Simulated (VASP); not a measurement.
# BN (Qingsongite) (F-43m) in VASP: a series of runs

The runs below take BN (Qingsongite) through relaxation of the atoms, with PBE+D3(BJ).

Everything below comes from runs of VASP 6.6.1. Logs are shortened: lines on timing, memory, paths and dates and some standing lists are left out, and cuts for length are marked.

**What was measured.**

A printed reference work, monograph reports, for a bulk crystal of BN at 300 K: band gap 6.4 eV (indirect).

The runs below are set against these values where they give the same quantity.

## Step 1: Starting point

It takes space group F-43m (No. 216, cubic). The conventional cell has a = 3.606 Å, b = 3.606 Å, c = 3.606 Å, α = 90.00°, β = 90.00°, γ = 90.00°. B (site symmetry -43m) has 4 N at 1.56 Å as nearest neighbours. Around N (site symmetry -43m) lie 4 B at 1.56 Å.

## Step 2: Relaxation of the atoms, PBE+D3(BJ) (a relaxed cell with its volume scaled by 0.96)

Contents of INCAR:

```
PREC = Accurate ; ENCUT = 600
EDIFF = 1E-7 ; ISMEAR = 0
SIGMA = 0.03 ; LREAL = False
LASPH = True ; NELM = 80
ALGO = Normal ; ISIF = 2
LWAVE = False ; LCHARG = False
GGA = PE ; IVDW = 12
IBRION = 2 ; NSW = 40
EDIFFG = -0.01
```

Contents of KPOINTS:

```
regular mesh
0
Gamma
  14 14 14
```

Contents of POSCAR:

```
BN                                      
1.0
    0.0000000000      1.7788560991      1.7788560991
    1.7788560991      0.0000000000      1.7788560991
    1.7788560991      1.7788560991      0.0000000000
  B               N             
     1     1
Direct
     0.0000000000000000    0.0000000000000000    0.0000000000000000
     0.2500000000000000    0.2500000000000000    0.2500000000000000
```

Potentials or basis: VASP PAW PBE potentials, release 64 (B, N).

Started as:

```bash
cat potpaw_PBE.64/B/POTCAR potpaw_PBE.64/N/POTCAR > POTCAR
mpirun -np 1 vasp_std > vasp.out
```

OUTCAR:

```text
PREC = Accurate
   ENCUT = 600
   EDIFF = 1E-7
   ISMEAR = 0
   LREAL = False
   LASPH = True
   NELM = 80
   ISIF = 2
   GGA = PE
   IVDW = 12
   IBRION = 2
   NSW = 40
   EDIFFG = -0.01
 IVDW          = 12

 ion  position               nearest neighbor table
   1  0.000  0.000  0.000-   2 1.54   2 1.54   2 1.54   2 1.54
   2  0.250  0.250  0.250-   1 1.54   1 1.54   1 1.54   1 1.54

  LATTYP: Found a face centered cubic cell.
 ALAT       =     3.5577121982

  Lattice vectors:

 A1 = (   0.0000000000,   1.7788560991,   1.7788560991)
 A2 = (   1.7788560991,   0.0000000000,   1.7788560991)
 A3 = (   1.7788560991,   1.7788560991,   0.0000000000)

Analysis of symmetry for initial positions (statically):
=====================================================================
 Subroutine PRICEL returns:
 Original cell was already a primitive cell.

 Routine SETGRP: Setting up the symmetry group for a
 face centered cubic supercell.

 Subroutine GETGRP returns: Found 24 space group operations
 (whereof 24 operations were pure point group operations)
 out of a pool of 48 trial point group operations.

The static configuration has the point symmetry T_d .

Analysis of symmetry for dynamics (positions and initial velocities):
=====================================================================
 Subroutine PRICEL returns:
 Original cell was already a primitive cell.

 Routine SETGRP: Setting up the symmetry group for a
 face centered cubic supercell.

 Subroutine GETGRP returns: Found 24 space group operations
 (whereof 24 operations were pure point group operations)
 out of a pool of 48 trial point group operations.

The dynamic configuration has the point symmetry T_d .

 Subroutine INISYM returns: Found 24 space group operations
 (whereof 24 operations are pure point group operations),
 and found     1 'primitive' translations

----------------------------------------------------------------------------------------

                                     Primitive cell

  volume of cell :      11.2578

  direct lattice vectors                    reciprocal lattice vectors
     0.000000000  1.778856099  1.778856099    -0.281079510  0.281079510  0.281079510
     1.778856099  0.000000000  1.778856099     0.281079510 -0.281079510  0.281079510
     1.778856099  1.778856099  0.000000000     0.281079510  0.281079510 -0.281079510

  length of vectors
     2.515682421  2.515682421  2.515682421     0.486843992  0.486843992  0.486843992

  position of ions in fractional coordinates (direct lattice)
     0.000000000  0.000000000  0.000000000
     0.250000000  0.250000000  0.250000000

  ion indices of the primitive-cell ions
   primitive index   ion index
                 1           1
                 2           2

----------------------------------------------------------------------------------------

 KPOINTS: regular mesh

Automatic generation of k-mesh.
 Grid dimensions read from file:
 generate k-points for:   14   14   14

 Generating k-lattice:

  Cartesian coordinates                     Fractional coordinates (reciprocal lattice)
    -0.020077108  0.020077108  0.020077108     0.071428571  0.000000000  0.000000000
     0.020077108 -0.020077108  0.020077108     0.000000000  0.071428571  0.000000000
     0.020077108  0.020077108 -0.020077108     0.000000000  0.000000000  0.071428571

  Length of vectors
     0.034774571  0.034774571  0.034774571

  Shift w.r.t. Gamma in fractional coordinates (k-lattice)
     0.000000000  0.000000000  0.000000000

 Subroutine IBZKPT returns following result:
 ===========================================

 Found    104 irreducible k-points:

 Following reciprocal coordinates:
            Coordinates               Weight
  0.000000  0.000000  0.000000      1.000000
  0.071429  0.000000  0.000000      8.000000
  0.142857  0.000000  0.000000      8.000000
  0.214286  0.000000  0.000000      8.000000
  0.285714  0.000000  0.000000      8.000000
  0.357143  0.000000  0.000000      8.000000
[... 16 lines left out ...]
  0.214286  0.142857  0.000000     24.000000
  0.285714  0.142857  0.000000     24.000000
 [... further k-points ...]
   k-points           NKPTS =    104   k-points in BZ     NKDIM =    104   number of bands    NBANDS=      8
   number of dos      NEDOS =    301   number of ions     NIONS =      2
   total plane-waves  NPLWV =   8000
   dimension x,y,z NGX =    20 NGY =   20 NGZ =   20
   dimension x,y,z NGXF=    40 NGYF=   40 NGZF=   40
   ions per type =               1   1
   NGX,Y,Z   is equivalent  to a cutoff of  13.22, 13.22, 13.22 a.u.
   NGXF,Y,Z  is equivalent  to a cutoff of  26.43, 26.43, 26.43 a.u.
 SYSTEM =  unknown system
   PREC   = accura    normal or accurate (medium, high low for compatibility)
   ISTART =      0    job   : 0-new  1-cont  2-samecut
   ICHARG =      2    charge: 1-file 2-atom 10-const
   ISPIN  =      1    spin polarized calculation?
   LNONCOLLINEAR =      F non collinear calculations
   LSORBIT =      F    spin-orbit coupling
   LASPH  =      T    aspherical Exc in radial PAW
   ENCUT  =  600.0 eV  44.10 Ry    6.64 a.u.   5.02  5.02  5.02*2*pi/ulx,y,z
   NELM   =     80;   NELMIN=  2; NELMDL= -5     # of ELM steps
   EDIFF  = 0.1E-06   stopping-criterion for ELM
   LREAL  =      F    real-space projection
   EDIFFG = -.1E-01   stopping-criterion for IOM
   NSW    =     40    number of steps for IOM
   IBRION =      2    ionic relax: 0-MD 1-quasi-New 2-CG
   NFREE  =      1    steps in history (QN), initial steepest desc. (CG)
   ISIF   =      2    stress and relaxation
   ISYM   =      2    0-nonsym 1-usesym 2-fastsym
   POTIM  = 0.5000    time-step for ionic-motion
   TEBEG  =    0.0;   TEEND  =   0.0 temperature during run
   PSTRESS=    0.0 pullay stress
   NELECT =       8.0000    total number of electrons
   NUPDOWN=      -1.0000    fix difference up-down
   EMIN   =  10.00;   EMAX   =-10.00  energy-range for DOS
   EFERMI =   0.00;   METHOD = LEGACY
   ISMEAR =     0;   SIGMA  =   0.03  broadening in eV -4-tet -1-fermi 0-gaus
   EFERMI_NEDOS =   21; number of points for ismear=-14 and -15
   IALGO  =     38    algorithm
   IMIX   =      4    mixing-type and parameters
     AMIX     =   0.40;   BMIX     =  1.00
     AMIX_MAG =   1.60;   BMIX_MAG =  1.00
  volume/ion in A,a.u.               =       5.63        37.99
  Fermi-wavevector in a.u.,A,eV,Ry     =   1.460901  2.760702 29.037971  2.134231
  Thomas-Fermi vector in A             =   2.577296
   LORBIT       =      0    0 simple, 1 ext, 2 COOP (PROOUT), +10 PAW based schemes
   GGA     = PE    functional components
   LHFCALC =     F    Hartree Fock is set to
   AEXX    =    0.0000 exact exchange contribution
   IVDW    =    12    specifies the selected vdW correction
   LEPSILON=     F    determine dielectric tensor
   LRPA    =     F    only Hartree local field effects (RPA)
 conjugate gradient relaxation of ions
 non-spin polarized calculation
 Gauss-broadening in eV      SIGMA  =   0.03
  energy-cutoff  :      600.00
  volume of cell :       11.26
 maximum number of plane-waves:       388
   NGX =  9   NGY =  9   NGZ =  9

 number of electron       7.9999998 magnetization

 Free energy of the ion-electron system (eV)
  ---------------------------------------------------
  ext. energy  EPLUGINS =         0.00000000
  ---------------------------------------------------
  free energy    TOTEN  =       -17.40780753 eV

  energy without entropy =      -17.40780753  energy(sigma->0) =      -17.40780753

 E-fermi :   8.1201     XC(G=0): -13.0604

 val. band max:        8.0049563754   @ k =   0.0000   0.0000   0.0000
 cond. band min:      12.5129841254   @ k =   0.5000   0.5000   0.0000
 fundamental gap:      4.5080277500
 Fermi energy:         8.1200926268

 k-point     1 :       0.0000    0.0000    0.0000
  band No.  band energies     occupation
      1     -12.7816      2.00000
      2       8.0050      2.00000
      3       8.0050      2.00000
      4       8.0050      2.00000
      5      17.0532      0.00000
      6      17.0532      0.00000
      7      17.0532      0.00000
      8      19.1456      0.00000

 k-point     2 :       0.0714    0.0000    0.0000
  band No.  band energies     occupation
      1     -12.6526      2.00000
      2       7.2972      2.00000
      3       7.8626      2.00000
      4       7.8626      2.00000
      5      17.2678      0.00000
      6      17.2693      0.00000
      7      17.2693      0.00000
      8      19.5367      0.00000

 k-point     3 :       0.1429    0.0000    0.0000
  band No.  band energies     occupation
      1     -12.2685      2.00000
      2       5.5781      2.00000
      3       7.4995      2.00000
      4       7.4995      2.00000
      5      17.6410      0.00000
      6      17.8050      0.00000
      7      17.8050      0.00000
      8      20.5485      0.00000

 k-point     4 :       0.2143    0.0000    0.0000
  band No.  band energies     occupation
      1     -11.6403      2.00000
      2       3.4408      2.00000
      3       7.0450      2.00000
      4       7.0450      2.00000
      5      17.9917      0.00000
      6      18.4000      0.00000
      7      18.4000      0.00000
      8      21.7088      0.00000

 k-point     5 :       0.2857    0.0000    0.0000
  band No.  band energies     occupation
      1     -10.7941      2.00000
      2       1.2391      2.00000
      3       6.6104      2.00000
      4       6.6104      2.00000
      5      18.3084      0.00000
      6      18.8132      0.00000
      7      18.8132      0.00000
      8      22.6568      0.00000
[... 177 lines left out ...]
 k-point    22 :       0.1429    0.1429    0.0000
  band No.  band energies     occupation
      1     -12.0983      2.00000
      2       6.4102      2.00000
      3       6.5471      2.00000
      4       6.5471      2.00000
      5      16.2260      0.00000
      6      19.0893      0.00000
      7      19.0893      0.00000
      8      20.4490      0.00000

 k-point    23 :       0.2143    0.1429    0.0000
  band No.  band energies     occupation
      1     -11.6373      2.00000
      2       4.7855      2.00000
      3       5.9918      2.00000
      4       6.4433      2.00000
      5      16.1633      0.00000
      6      19.7604      0.00000
      7      19.9258      0.00000
      8      20.9086      0.00000

 k-point    24 :       0.2857    0.1429    0.0000
  band No.  band energies     occupation
      1     -10.9434      2.00000
      2       2.8004      2.00000
      3       5.5361      2.00000
      4       6.0822      2.00000
      5      16.4994      0.00000
      6      20.1886      0.00000
      7      20.5555      0.00000
      8      21.3365      0.00000

 [... further k-points ...]

------------------------ aborting loop because EDIFF is reached ----------------------------------------

 Edisp (eV)   -0.43893

 E8    (eV) :    -0.1297

  FORCE on cell =-STRESS in cart. coord.  units (eV):
  Direction    XX          YY          ZZ          XY          YZ          ZX
  --------------------------------------------------------------------------------------
  -------------------------------------------------------------------------------------
  Total       1.18761     1.18761     1.18761    -0.00000     0.00000    -0.00000
  in kB     169.01816   169.01816   169.01816    -0.00000     0.00000    -0.00000
  external pressure =      169.02 kB  Pullay stress =        0.00 kB

 VOLUME and BASIS-vectors are now :
 -----------------------------------------------------------------------------
  energy-cutoff  :      600.00
  volume of cell :       11.26
      direct lattice vectors                 reciprocal lattice vectors
     0.000000000  1.778856099  1.778856099    -0.281079510  0.281079510  0.281079510
     1.778856099  0.000000000  1.778856099     0.281079510 -0.281079510  0.281079510
     1.778856099  1.778856099  0.000000000     0.281079510  0.281079510 -0.281079510

 POSITION                                       TOTAL-FORCE (eV/Angst)
 -----------------------------------------------------------------------------------
      0.00000      0.00000      0.00000         0.000000      0.000000      0.000000
      0.88943      0.88943      0.88943        -0.000000     -0.000000     -0.000000
 -----------------------------------------------------------------------------------
    total drift:                                0.000000      0.000000      0.000000

  FREE ENERGIE OF THE ION-ELECTRON SYSTEM (eV)
  ---------------------------------------------------
  free  energy   TOTEN  =       -17.8467389232 eV

  energy  without entropy=      -17.8467389232  energy(sigma->0) =      -17.84673892

 reached required accuracy - stopping structural energy minimisation
```

Wall time 4.2 s (1 thread of Intel Xeon 6975P-C (Granite Rapids), shared host); peak memory 0.14 GiB.

Results:

```yaml
Free_energy: -17.8467 eV
Pressure_after_relaxing: 16.9 GPa
Band_gap_on_the_k_mesh: 4.51 eV, indirect (least direct gap 9.05 eV)
Dispersion_energy_per_atom: -0.219 eV
```

Final structure:
```
B N
1.0
     0.00000    1.77886    1.77886
     1.77886    0.00000    1.77886
     1.77886    1.77886    0.00000
B N
1 1
Direct
  0.00000 0.00000 0.00000
  0.25000 0.25000 0.25000
```

Caveat: the relaxation stopped at its first step, so nothing moved.

## Step 3: Relaxation of the atoms, PBE+D3(BJ) (a relaxed cell with its volume scaled by 0.98)

INCAR is that of step 2.

KPOINTS is that of step 2.

Contents of POSCAR:

```
BN                                      
1.0
    0.0000000000      1.7911244599      1.7911244599
    1.7911244599      0.0000000000      1.7911244599
    1.7911244599      1.7911244599      0.0000000000
  B               N             
     1     1
Direct
     0.0000000000000000    0.0000000000000000    0.0000000000000000
     0.2500000000000000    0.2500000000000000    0.2500000000000000
```

Potentials or basis: VASP PAW PBE potentials, release 64 (B, N).

Started as:

```bash
cat potpaw_PBE.64/B/POTCAR potpaw_PBE.64/N/POTCAR > POTCAR
mpirun -np 1 vasp_std > vasp.out
```

OUTCAR:

```text
PREC = Accurate
   ENCUT = 600
   EDIFF = 1E-7
   ISMEAR = 0
   LREAL = False
   LASPH = True
   NELM = 80
   ISIF = 2
   GGA = PE
   IVDW = 12
   IBRION = 2
   NSW = 40
   EDIFFG = -0.01
 IVDW          = 12

 ion  position               nearest neighbor table
   1  0.000  0.000  0.000-   2 1.55   2 1.55   2 1.55   2 1.55
   2  0.250  0.250  0.250-   1 1.55   1 1.55   1 1.55   1 1.55

  LATTYP: Found a face centered cubic cell.
 ALAT       =     3.5822489198

  Lattice vectors:
[... 455 lines left out ...]

 Edisp (eV)   -0.42996

 E8    (eV) :    -0.1270

  FORCE on cell =-STRESS in cart. coord.  units (eV):
  Direction    XX          YY          ZZ          XY          YZ          ZX
  --------------------------------------------------------------------------------------
  -------------------------------------------------------------------------------------
  Total       0.57841     0.57841     0.57841     0.00000    -0.00000    -0.00000
  in kB      80.63756    80.63756    80.63756     0.00000    -0.00000    -0.00000
  external pressure =       80.64 kB  Pullay stress =        0.00 kB

 VOLUME and BASIS-vectors are now :
 -----------------------------------------------------------------------------
  energy-cutoff  :      600.00
  volume of cell :       11.49
      direct lattice vectors                 reciprocal lattice vectors
     0.000000000  1.791124460  1.791124460    -0.279154247  0.279154247  0.279154247
     1.791124460  0.000000000  1.791124460     0.279154247 -0.279154247  0.279154247
     1.791124460  1.791124460  0.000000000     0.279154247  0.279154247 -0.279154247

 POSITION                                       TOTAL-FORCE (eV/Angst)
 -----------------------------------------------------------------------------------
      0.00000      0.00000      0.00000         0.000000      0.000000      0.000000
      0.89556      0.89556      0.89556        -0.000000     -0.000000     -0.000000
 -----------------------------------------------------------------------------------
    total drift:                                0.000000      0.000000      0.000000

  FREE ENERGIE OF THE ION-ELECTRON SYSTEM (eV)
  ---------------------------------------------------
  free  energy   TOTEN  =       -17.8656633720 eV

  energy  without entropy=      -17.8656633720  energy(sigma->0) =      -17.86566337

 reached required accuracy - stopping structural energy minimisation
```

OSZICAR:

```text
N       E                     dE             d eps       ncg     rms          rms(c)
DAV:   1     0.113782490808E+02    0.11378E+02   -0.56294E+03  1760   0.112E+03
DAV:   2    -0.182002891133E+02   -0.29579E+02   -0.29070E+02  2216   0.203E+02
DAV:   3    -0.184449439642E+02   -0.24465E+00   -0.24465E+00  2008   0.209E+01
DAV:   4    -0.184452057894E+02   -0.26183E-03   -0.26183E-03  2320   0.585E-01
DAV:   5    -0.184452058759E+02   -0.86501E-07   -0.86501E-07  1864   0.716E-03    0.684E+00
DAV:   6    -0.175332078915E+02    0.91200E+00   -0.34065E+00  2256   0.145E+01    0.337E+00
DAV:   7    -0.174508347073E+02    0.82373E-01   -0.10799E-01  2256   0.326E+00    0.193E+00
DAV:   8    -0.174353935291E+02    0.15441E-01   -0.43329E-02  1968   0.194E+00    0.207E-01
DAV:   9    -0.174356279917E+02   -0.23446E-03   -0.52716E-04  1752   0.264E-01    0.780E-02
DAV:  10    -0.174357003251E+02   -0.72333E-04   -0.13430E-04  2416   0.123E-01    0.161E-02
DAV:  11    -0.174357047244E+02   -0.43993E-05   -0.61092E-06  1864   0.259E-02    0.612E-03
DAV:  12    -0.174357047942E+02   -0.69856E-07   -0.10217E-06  2112   0.923E-03    0.424E-04
DAV:  13    -0.174357048130E+02   -0.18735E-07   -0.23173E-08   840   0.172E-03
   1 F= -.17865663E+02 E0= -.17865663E+02  d E =-.178657E+02
```

Run time: 4.5 s. Hardware: 1 thread of Intel Xeon 6975P-C (Granite Rapids), shared host; peak memory 0.13 GiB.

What came out:

- Free energy: -17.8657 eV
- Pressure after relaxing: 8.1 GPa
- Band gap on the k mesh: 4.49 eV, indirect (least direct gap 8.95 eV)
- Dispersion energy per atom: -0.215 eV

Final structure:
```
CELL_PARAMETERS angstrom
0.00000 1.79112 1.79112
1.79112 0.00000 1.79112
1.79112 1.79112 0.00000
ATOMIC_POSITIONS crystal
B 0.00000 0.00000 0.00000
N 0.25000 0.25000 0.25000
```

Levels at points of the mesh, in eV from the valence-band top:
```
           k point  band 1  band 2  band 3  band 4  band 5  band 6  band 7  band 8
(0.00, 0.00, 0.00)  -20.54    0.00    0.00    0.00    8.95    8.95    8.95   10.80
(0.50, 0.00, 0.00)  -16.20  -10.94   -1.99   -1.99   10.51   10.86   10.86   15.54
(0.50, 0.50, 0.00)  -14.79   -9.10   -5.04   -5.04    4.49    9.38   18.34   18.34
```

Caveat: the relaxation stopped at its first step, so nothing moved.

(Part 1 of 2 ends here.)
